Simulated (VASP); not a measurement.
# Ir (Im-3m) in VASP: a series of runs

One crystal, Ir, is run at these levels: PBEsol; tasks: single point.

All numbers are computed with VASP 6.6.1; they aren't measurements. Logs are shortened: lines on timing, memory, paths and dates and some standing lists are left out, and cuts for length are marked.

### 1 The crystal as given

Symmetry: Im-3m, No. 229, cubic system. The conventional cell has a = 3.079 Å, b = 3.079 Å, c = 3.079 Å, α = 90.00°, β = 90.00°, γ = 90.00°. Ir (site symmetry m-3m) is surrounded by 8 Ir at 2.67 Å.

This isn't the form of Ir at room conditions, which is fcc.

### 2 Single point, PBEsol

INCAR reads:

```
SYSTEM = Ir
  PREC = Accurate
  ENCUT = 700
  EDIFF = 1E-6
  ISMEAR = 0
  SIGMA = 0.1
  LREAL = .FALSE.
  LASPH = .TRUE.
  NELM = 60
  ALGO = Fast
  ISIF = 2
  LWAVE = .FALSE.
  LCHARG = .FALSE.
  GGA = PS
```

KPOINTS reads:

```
Automatic mesh
0
G
  20 20 20
  0 0 0
```

POSCAR reads:

```
Ir
1.0
   -1.5395400000      1.5395400000      1.5395400000
    1.5395400000     -1.5395400000      1.5395400000
    1.5395400000      1.5395400000     -1.5395400000
Ir
1
Direct
    0.0000000000      0.0000000000      0.0000000000
```

Potentials or basis: VASP PAW PBE potentials, release 64 (Ir).

On the command line:

```
$ cat potpaw_PBE.64/Ir/POTCAR > POTCAR
$ mpirun -np 1 vasp_std > vasp.out
```

OUTCAR:

```text
SYSTEM = Ir
   PREC = Accurate
   ENCUT = 700
   EDIFF = 1E-6
   ISMEAR = 0
   LREAL = .FALSE.
   LASPH = .TRUE.
   NELM = 60
   ISIF = 2
   GGA = PS

 ion  position               nearest neighbor table
   1  0.000  0.000  0.000-

  LATTYP: Found a body centered cubic cell.
 ALAT       =     3.0790800000

  Lattice vectors:

 A1 = (  -1.5395400000,   1.5395400000,   1.5395400000)
 A2 = (   1.5395400000,  -1.5395400000,   1.5395400000)
 A3 = (   1.5395400000,   1.5395400000,  -1.5395400000)

Analysis of symmetry for initial positions (statically):
=====================================================================
 Subroutine PRICEL returns:
 Original cell was already a primitive cell.

 Routine SETGRP: Setting up the symmetry group for a
 body centered cubic supercell.

 Subroutine GETGRP returns: Found 48 space group operations
 (whereof 48 operations were pure point group operations)
 out of a pool of 48 trial point group operations.

The static configuration has the point symmetry O_h .

Analysis of symmetry for dynamics (positions and initial velocities):
=====================================================================
 Subroutine PRICEL returns:
 Original cell was already a primitive cell.

 Routine SETGRP: Setting up the symmetry group for a
 body centered cubic supercell.

 Subroutine GETGRP returns: Found 48 space group operations
 (whereof 48 operations were pure point group operations)
 out of a pool of 48 trial point group operations.

The dynamic configuration has the point symmetry O_h .

 Subroutine INISYM returns: Found 48 space group operations
 (whereof 48 operations are pure point group operations),
 and found     1 'primitive' translations

----------------------------------------------------------------------------------------

                                     Primitive cell

  volume of cell :      14.5960

  direct lattice vectors                    reciprocal lattice vectors
    -1.539540000  1.539540000  1.539540000     0.000000000  0.324772335  0.324772335
     1.539540000 -1.539540000  1.539540000     0.324772335  0.000000000  0.324772335
     1.539540000  1.539540000 -1.539540000     0.324772335  0.324772335  0.000000000

  length of vectors
     2.666561500  2.666561500  2.666561500     0.459297440  0.459297440  0.459297440

  position of ions in fractional coordinates (direct lattice)
     0.000000000  0.000000000  0.000000000

  ion indices of the primitive-cell ions
   primitive index   ion index
                 1           1

----------------------------------------------------------------------------------------

 KPOINTS: Automatic mesh

Automatic generation of k-mesh.
 Grid dimensions read from file:
 generate k-points for:   20   20   20

 Generating k-lattice:

  Cartesian coordinates                     Fractional coordinates (reciprocal lattice)
     0.000000000  0.016238617  0.016238617     0.050000000  0.000000000  0.000000000
     0.016238617  0.000000000  0.016238617     0.000000000  0.050000000  0.000000000
     0.016238617  0.016238617  0.000000000     0.000000000  0.000000000  0.050000000

  Length of vectors
     0.022964872  0.022964872  0.022964872

  Shift w.r.t. Gamma in fractional coordinates (k-lattice)
     0.000000000  0.000000000  0.000000000

 Subroutine IBZKPT returns following result:
 ===========================================

 Found    256 irreducible k-points:

 Following reciprocal coordinates:
            Coordinates               Weight
  0.000000  0.000000  0.000000      1.000000
  0.050000  0.000000  0.000000     12.000000
  0.100000  0.000000  0.000000     12.000000
  0.150000  0.000000  0.000000     12.000000
  0.200000  0.000000  0.000000     12.000000
  0.250000  0.000000  0.000000     12.000000
[... 16 lines left out ...]
  0.200000  0.100000  0.000000     48.000000
  0.250000  0.100000  0.000000     48.000000
 [... further k-points ...]
   k-points           NKPTS =    256   k-points in BZ     NKDIM =    256   number of bands    NBANDS=      8
   number of dos      NEDOS =    301   number of ions     NIONS =      1
   total plane-waves  NPLWV =  13824
   dimension x,y,z NGX =    24 NGY =   24 NGZ =   24
   dimension x,y,z NGXF=    48 NGYF=   48 NGZF=   48
   ions per type =               1
   NGX,Y,Z   is equivalent  to a cutoff of  14.96, 14.96, 14.96 a.u.
   NGXF,Y,Z  is equivalent  to a cutoff of  29.93, 29.93, 29.93 a.u.
 SYSTEM =  Ir
   PREC   = accura    normal or accurate (medium, high low for compatibility)
   ISTART =      0    job   : 0-new  1-cont  2-samecut
   ICHARG =      2    charge: 1-file 2-atom 10-const
   ISPIN  =      1    spin polarized calculation?
   LNONCOLLINEAR =      F non collinear calculations
   LSORBIT =      F    spin-orbit coupling
   LASPH  =      T    aspherical Exc in radial PAW
   ENCUT  =  700.0 eV  51.45 Ry    7.17 a.u.   5.75  5.75  5.75*2*pi/ulx,y,z
   NELM   =     60;   NELMIN=  2; NELMDL= -5     # of ELM steps
   EDIFF  = 0.1E-05   stopping-criterion for ELM
   LREAL  =      F    real-space projection
   EDIFFG = 0.1E-04   stopping-criterion for IOM
   NSW    =      0    number of steps for IOM
   IBRION =     -1    ionic relax: 0-MD 1-quasi-New 2-CG
   NFREE  =      0    steps in history (QN), initial steepest desc. (CG)
   ISIF   =      2    stress and relaxation
   ISYM   =      2    0-nonsym 1-usesym 2-fastsym
   POTIM  = 0.5000    time-step for ionic-motion
   TEBEG  =    0.0;   TEEND  =   0.0 temperature during run
   PSTRESS=    0.0 pullay stress
   NELECT =       9.0000    total number of electrons
   NUPDOWN=      -1.0000    fix difference up-down
   EMIN   =  10.00;   EMAX   =-10.00  energy-range for DOS
   EFERMI =   0.00;   METHOD = LEGACY
   ISMEAR =     0;   SIGMA  =   0.10  broadening in eV -4-tet -1-fermi 0-gaus
   EFERMI_NEDOS =   21; number of points for ismear=-14 and -15
   IALGO  =     68    algorithm
   IMIX   =      4    mixing-type and parameters
     AMIX     =   0.40;   BMIX     =  1.00
     AMIX_MAG =   1.60;   BMIX_MAG =  1.00
  volume/ion in A,a.u.               =      14.60        98.50
  Fermi-wavevector in a.u.,A,eV,Ry     =   1.393407  2.633158 26.416846  1.941583
  Thomas-Fermi vector in A             =   2.517056
   LORBIT       =      0    0 simple, 1 ext, 2 COOP (PROOUT), +10 PAW based schemes
   GGA     = PS    functional components
   LHFCALC =     F    Hartree Fock is set to
   AEXX    =    0.0000 exact exchange contribution
   IVDW    =     0    specifies the selected vdW correction
   LEPSILON=     F    determine dielectric tensor
   LRPA    =     F    only Hartree local field effects (RPA)
 non-spin polarized calculation
 RMM-DIIS sequential band-by-band and
 Gauss-broadening in eV      SIGMA  =   0.10
  energy-cutoff  :      700.00
  volume of cell :       14.60
 maximum number of plane-waves:       629
   NGX = 11   NGY = 11   NGZ = 11

 number of electron       9.0000001 magnetization

 Free energy of the ion-electron system (eV)
  ---------------------------------------------------
  ext. energy  EPLUGINS =         0.00000000
  ---------------------------------------------------
  free energy    TOTEN  =        -9.14956328 eV

  energy without entropy =       -9.13440049  energy(sigma->0) =       -9.14198189

 E-fermi :   9.4889     XC(G=0): -13.9018

 val. band max:        9.4848359258   @ k =   0.4000   0.1000   0.1000
 cond. band min:       9.4907485230   @ k =   0.2500   0.2500   0.1000
 fundamental gap:      0.0059125972
 Fermi energy:         9.4888845906

 k-point     1 :       0.0000    0.0000    0.0000
  band No.  band energies     occupation
      1      -1.1372      2.00000
      2       5.8976      2.00000
      3       5.8976      2.00000
      4       5.8976      2.00000
      5       8.9531      2.00000
      6       8.9531      2.00000
      7      26.4078      0.00000
      8      26.4078      0.00000

 k-point     2 :       0.0500    0.0000    0.0000
  band No.  band energies     occupation
      1      -1.0227      2.00000
      2       5.8443      2.00000
      3       5.8947      2.00000
      4       5.9986      2.00000
      5       8.8780      2.00000
      6       8.9566      2.00000
      7      26.4837      0.00000
      8      26.5842      0.00000

 k-point     3 :       0.1000    0.0000    0.0000
  band No.  band energies     occupation
      1      -0.6879      2.00000
      2       5.6928      2.00000
      3       5.8773      2.00000
      4       6.2983      2.00000
      5       8.6936      2.00000
      6       8.9686      2.00000
      7      26.6339      0.00000
      8      26.9386      0.00000

 k-point     4 :       0.1500    0.0000    0.0000
  band No.  band energies     occupation
      1      -0.1614      2.00000
      2       5.4658      2.00000
      3       5.8293      2.00000
      4       6.7866      2.00000
      5       8.4995      2.00000
      6       8.9941      2.00000
      7      26.6916      0.00000
      8      27.1583      0.00000

 k-point     5 :       0.2000    0.0000    0.0000
  band No.  band energies     occupation
      1       0.4968      2.00000
      2       5.1934      2.00000
      3       5.7663      2.00000
      4       7.4448      2.00000
      5       8.3947      2.00000
      6       9.0380      2.00000
      7      26.3767      0.00000
      8      26.6185      0.00000
[... 177 lines left out ...]
 k-point    22 :       0.1500    0.1000    0.0000
  band No.  band energies     occupation
      1       0.7914      2.00000
      2       5.2289      2.00000
      3       5.4705      2.00000
      4       7.8673      2.00000
      5       8.2227      2.00000
      6       9.1726      1.99999
      7      26.4617      0.00000
      8      26.6762      0.00000

 k-point    23 :       0.2000    0.1000    0.0000
  band No.  band energies     occupation
      1       1.4718      2.00000
      2       4.9542      2.00000
      3       5.4402      2.00000
      4       8.2180      2.00000
      5       8.7284      2.00000
      6       9.2701      1.99802
      7      24.9431      0.00000
      8      25.9500      0.00000

 k-point    24 :       0.2500    0.1000    0.0000
  band No.  band energies     occupation
      1       2.0183      2.00000
      2       4.6913      2.00000
      3       5.6523      2.00000
      4       8.3431      2.00000
      5       9.3235      1.98063
      6       9.7240      0.00088
      7      23.0603      0.00000
      8      24.9927      0.00000

 [... further k-points ...]

------------------------ aborting loop because EDIFF is reached ----------------------------------------

  FORCE on cell =-STRESS in cart. coord.  units (eV):
  Direction    XX          YY          ZZ          XY          YZ          ZX
  --------------------------------------------------------------------------------------
  -------------------------------------------------------------------------------------
  Total        0.0097734      0.0097734      0.0097734     -0.0000000     -0.0000000      0.0000000
  in kB        1.0728143      1.0728143      1.0728143     -0.0000000     -0.0000000      0.0000000
  external PRESSURE =       1.0728143 kB  Pullay stress =       0.0000000 kB

 VOLUME and BASIS-vectors are now :
 -----------------------------------------------------------------------------
  energy-cutoff  :      700.00
  volume of cell :       14.60
      direct lattice vectors                 reciprocal lattice vectors
    -1.539540000  1.539540000  1.539540000     0.000000000  0.324772335  0.324772335
     1.539540000 -1.539540000  1.539540000     0.324772335  0.000000000  0.324772335
     1.539540000  1.539540000 -1.539540000     0.324772335  0.324772335  0.000000000

 POSITION                                       TOTAL-FORCE (eV/Angst)
 -----------------------------------------------------------------------------------
      0.00000      0.00000      0.00000         0.000000      0.000000      0.000000
 -----------------------------------------------------------------------------------
    total drift:                               -0.000000     -0.000000     -0.000000

  FREE ENERGIE OF THE ION-ELECTRON SYSTEM (eV)
  ---------------------------------------------------
  free  energy   TOTEN  =        -9.1495632822 eV

  energy  without entropy=       -9.1344004941  energy(sigma->0) =       -9.14198189
```

Run time: 46 s. Hardware: 1 thread of AMD EPYC 7R13 (Zen 3), shared host; peak memory 0.15 GiB.

Results:

- Free energy: -9.1496 eV
- Pressure: 0.1 GPa
- Band gap on the k mesh: none (metal or under the smearing width)

Caveat: the PAW data sets were made with another functional, which shifts forces and pressure a little.

### 3 Single point, PBEsol

INCAR: that of step 2 with these lines changed.

```diff
@@ -2,3 +2,3 @@
   PREC = Accurate
-  ENCUT = 700
+  ENCUT = 520
   EDIFF = 1E-6
```

KPOINTS reads:

```
Automatic mesh
0
G
  28 28 28
  0 0 0
```

POSCAR is that of step 2.

Potentials or basis: VASP PAW PBE potentials, release 64 (Ir).

On the command line:

```
$ cat potpaw_PBE.64/Ir/POTCAR > POTCAR
$ mpirun -np 1 vasp_std > vasp.out
```

Run time: 59 s. Hardware: 1 thread of AMD EPYC 7R13 (Zen 3), shared host; peak memory 0.17 GiB.

It converged, with:

```
Free energy            : -9.1490 eV
Pressure               : 0.0 GPa
Band gap on the k mesh : none (metal or under the smearing width)
```

Levels at points of the mesh, in eV from the Fermi level:
```tsv
k point	band 2	band 3	band 4	band 5	band 6	band 7
(0.00, 0.00, 0.00)	-3.58	-3.58	-3.58	-0.53	-0.53	16.93
(0.50, 0.00, 0.00)	-5.41	-0.71	-0.12	-0.03	2.24	7.91
(0.50, 0.50, 0.50)	-7.01	1.54	1.54	1.54	7.86	7.86
```

Caveat: the PAW data sets were made with another functional, which shifts forces and pressure a little. The run has no spin-orbit coupling, so splittings on Ir are missing.

(Continued in part 2 of 2.)
